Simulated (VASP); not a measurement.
Here is a VASP 6.6.1 calculation.

Contents of INCAR:

```
PREC = Accurate ; ENCUT = 600
EDIFF = 1E-6 ; ISMEAR = 1
SIGMA = 0.1 ; LREAL = False
LASPH = True ; NELM = 80
ALGO = Normal ; ISIF = 3
LWAVE = False ; LCHARG = False
GGA = MK ; LUSE_VDW = True
AGGAC = 0.0 ; PARAM1 = 0.1234
PARAM2 = 0.711357 ; ZAB_VDW = -1.8867
IBRION = 2 ; NSW = 90
EDIFFG = -0.01
```

KPOINTS

```
regular mesh
0
Gamma
  12 12 7
```

POSCAR

```
Te2Pt
1.0
    4.0100000000      0.0000000000      0.0000000000
   -2.0050000000      3.4727618692      0.0000000000
    0.0000000000      0.0000000000      5.2010000000
Te Pt
2 1
Direct
    0.3333333333      0.6666666667      0.2500000000
    0.6666666667      0.3333333333      0.7500000000
    0.0000000000      0.0000000000      0.0000000000
```

Potentials or basis: VASP PAW PBE potentials, release 64 (Te, Pt).

Run with:

```sh
$ cat potpaw_PBE.64/Te/POTCAR potpaw_PBE.64/Pt/POTCAR > POTCAR
$ mpirun -np 1 vasp_std > vasp.out
```

Estimate the relaxed volume.

25.04 Å³/atom.

Estimate the band gap on the k mesh.

none (metal or under the smearing width).

What does it give for the relaxed cell?

a = 4.072 Å, b = 4.072 Å, c = 5.231 Å, α = 90.00°, β = 90.00°, γ = 120.00°.

Step by step:
```csv
step,energy change (eV),largest force (eV/Å),pressure (GPa),volume (Å³)
1,0.0000,1.1277,7.25,72.43
2,0.1506,0.7650,-8.56,84.50
3,-0.1144,0.2157,-0.55,76.83
4,-0.1145,0.2396,-0.36,76.69
5,-0.1145,0.2547,-0.21,76.60
6,-0.1199,0.1763,-0.09,76.25
7,-0.1232,0.0601,0.12,75.68
8,-0.1241,0.0068,-0.38,75.83
9,-0.1242,0.0118,-0.42,75.85
10,-0.1248,0.0099,-0.37,75.67
11,-0.1257,0.0071,-0.09,75.16
12,-0.1257,0.0073,-0.06,75.11
13,-0.1257,0.0071,-0.05,75.12
14,-0.1257,0.0070,-0.06,75.14
15,-0.1258,0.0008,0.00,75.11
```

Caveat: the PAW data sets were made with another functional, which shifts forces and pressure a little. Zero-point motion and thermal expansion aren't in these numbers.
